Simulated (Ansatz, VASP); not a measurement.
Two plane-wave programs on SiW

```xyz
2
Lattice="0.0000 2.7906 2.7906 2.7906 0.0000 2.7906 2.7906 2.7906 0.0000" Properties=species:S:1:pos:R:3 pbc="T T T"
W     0.0000    0.0000    0.0000
Si    1.3953    1.3953    1.3953
```

Alike in both runs: functional PBE; k mesh 14 × 14 × 14; occupations gaussian, width 0.1 eV; no spin polarisation.

Ansatz relaxed the structure, and its values are those at the end. VASP's run is a single point on that final structure, the one shown.

|  | VASP | Ansatz |
| --- | --- | --- |
| version | VASP 6.6.1 | Ansatz 0.2.0 |
| potentials or method | VASP PAW PBE potentials, release 64 (W_sv, Si) | scalar-relativistic, plane waves, PAW |
| plane-wave cutoff (eV) | 520 | 420 |
| valence electrons in the cell | 18 | 18 |

|  | VASP | Ansatz | Ansatz less VASP |
| --- | --- | --- | --- |
| gap on the k mesh at the Fermi level (eV) | none | none | - |
| pressure (GPa) | 0.0 | 0.0 | -0.02 |

A gap of «none» marks a metal or a gap that the smearing closes. With one functional, cell and mesh, what is left measures potentials, basis and numerics.

Spin-orbit coupling is left out, which matters for the levels of W.
